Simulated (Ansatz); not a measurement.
# Structural energy differences of germanium

Method: DFT, RPBE, plane waves (420 eV) with PAW, scalar-relativistic in Ansatz 0.2.0. The PAW files were generated under PBE, with cores re-solved for the functional.

Each structure is relaxed within its own symmetry, so a high-lying one may be dynamically unstable.

```json
{"structure": "diamond", "ΔE (meV/atom)": "0", "V (Å³/atom)": "24.72", "cell": "a = 5.826 Å", "magnetic state": "spin not included"}
{"structure": "ST12", "ΔE (meV/atom)": "163", "V (Å³/atom)": "22.13", "cell": "a = 6.053 Å, c = 7.249 Å (c/a = 1.198)", "magnetic state": "spin not included"}
{"structure": "beta-Sn type", "ΔE (meV/atom)": "259", "V (Å³/atom)": "19.80", "cell": "a = 5.238 Å, c = 2.888 Å (c/a = 0.551)", "magnetic state": "spin not included"}
{"structure": "simple cubic", "ΔE (meV/atom)": "273", "V (Å³/atom)": "20.49", "cell": "a = 2.737 Å", "magnetic state": "spin not included"}
{"structure": "fcc", "ΔE (meV/atom)": "354", "V (Å³/atom)": "20.07", "cell": "a = 4.314 Å", "magnetic state": "spin not included"}
{"structure": "omega (AlB2-type)", "ΔE (meV/atom)": "356", "V (Å³/atom)": "19.87", "cell": "a = 4.947 Å, c = 2.812 Å (c/a = 0.568)", "magnetic state": "spin not included"}
{"structure": "dhcp", "ΔE (meV/atom)": "359", "V (Å³/atom)": "20.02", "cell": "a = 3.044 Å, c = 9.980 Å (c/a = 3.279)", "magnetic state": "spin not included"}
{"structure": "bcc", "ΔE (meV/atom)": "362", "V (Å³/atom)": "19.83", "cell": "a = 3.411 Å", "magnetic state": "spin not included"}
{"structure": "hcp", "ΔE (meV/atom)": "363", "V (Å³/atom)": "19.84", "cell": "a = 3.093 Å, c = 4.791 Å (c/a = 1.549)", "magnetic state": "spin not included"}
{"structure": "A15", "ΔE (meV/atom)": "406", "V (Å³/atom)": "20.43", "cell": "a = 5.467 Å", "magnetic state": "spin not included"}
```

ΔE counts from diamond.

Differences under about 8 meV lie within the error of the k-point mesh.
